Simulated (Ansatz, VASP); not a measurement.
Two plane-wave programs on Pt

```
Pt
1.0
     2.75854    0.00000    0.00000
    -1.37927    2.38897    0.00000
     0.00000    0.00000    4.54230
Pt
2
Direct
  0.66667 0.33333 0.75000
  0.33333 0.66667 0.25000
```

Alike in both runs: task single point; functional PBE; k mesh 18 × 18 × 10; occupations gaussian, width 0.15 eV; no spin polarisation.

|  | VASP | Ansatz |
| --- | --- | --- |
| version | VASP 6.6.1 | Ansatz 0.2.0 |
| potentials or method | VASP PAW PBE potentials, release 64 (Pt) | scalar-relativistic, plane waves, PAW |
| plane-wave cutoff (eV) | 520 | 420 |
| valence electrons in the cell | 20 | 36 |

```csv
,VASP,Ansatz,Ansatz less VASP
gap on the k mesh at the Fermi level (eV),none,none,-
pressure (GPa),13.5,14.1,+0.53
largest component of the traceless stress (GPa),5.41,5.50,+0.092
```

A gap of «none» marks a metal or a gap that the smearing closes. The two sets of potentials don't hold the same shells in valence.

The runs have no spin-orbit coupling, so splittings on Pt are missing.
